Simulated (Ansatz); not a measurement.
# Ag under strain

The calculation used Ansatz 0.2.0, DFT PBEsol, scalar-relativistic, plane waves, PAW. Run with 420 eV cutoff, 16×16×16 k-mesh, Gaussian smearing of 0.10 eV, no spin polarisation.

Starting point, cell and atoms relaxed:

```xyz
2
Lattice="3.2251 0.0000 0.0000 0.0000 3.2251 0.0000 0.0000 0.0000 3.2251" Properties=species:S:1:pos:R:3 pbc="T T T"
Ag    0.0000    0.0000    0.0000
Ag    1.6126    1.6126    1.6126
```

Deformation: shear that moves c along a by the strain times its height over the a-b plane, the cell held and the atoms relaxed, all within the symmetry that the strain leaves. Energies are extrapolated to zero smearing.

| strain (%) | ΔE (meV/atom) | a (Å) | b (Å) | c (Å) |
| --- | --- | --- | --- | --- |
| +0.0 | 0.0 | 3.225 | 3.225 | 3.225 |
| +1.5 | 0.6 | 3.225 | 3.225 | 3.225 |
| +3.0 | 2.7 | 3.225 | 3.225 | 3.227 |
| +4.5 | 6.5 | 3.225 | 3.225 | 3.228 |
| +6.0 | 12.0 | 3.225 | 3.225 | 3.231 |
| +9.0 | 27.9 | 3.225 | 3.225 | 3.238 |

Task: Does one stiffness describe the whole range?

Result: No: the innermost pair of points gives (1/V) d²E/dε² = 54 GPa and a cubic fit over all points 67 GPa, so terms beyond the third order count over this range.

This bcc form isn't the element's structure at ambient conditions.